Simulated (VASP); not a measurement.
Here is a VASP 6.6.1 calculation.

Contents of INCAR:

```
ALGO = Normal
EDIFF = 1E-7
EDIFFG = -0.005
ENCUT = 600
IBRION = 2
ISIF = 3
ISMEAR = 0
LASPH = True
LCHARG = False
LREAL = False
LWAVE = False
NELM = 80
NSW = 90
PREC = Accurate
PSTRESS = 320.0
SIGMA = 0.03
```

KPOINTS

```
k-points
0
Gamma
  8 8 8
```

The input POSCAR:

```
NaCl                                    
1.0
    2.9715982781      0.0000000000      0.0000000000
    0.0000000000      2.9715982781      0.0000000000
   -0.0000000000     -0.0000000000      2.9715982781
  Na              Cl            
     1     1
Direct
     0.0000000000000000    0.0000000000000000    0.0000000000000000
     0.5000000000000000    0.5000000000000000    0.5000000000000000
```

Potentials or basis: VASP PAW LDA potentials, release 64 (Na_pv, Cl).

Command:

```console
$ cat potpaw_LDA.64/Na_pv/POTCAR potpaw_LDA.64/Cl/POTCAR > POTCAR
$ mpirun -np 1 vasp_std > vasp.out
```

(1) Predict the band gap on the k mesh.

## Answers

(1) 4.44 eV, direct.

Caveat: the relaxation stopped at its first step, so nothing moved; the cell is relaxed towards a set pressure, so the enthalpy falls and the energy may rise.
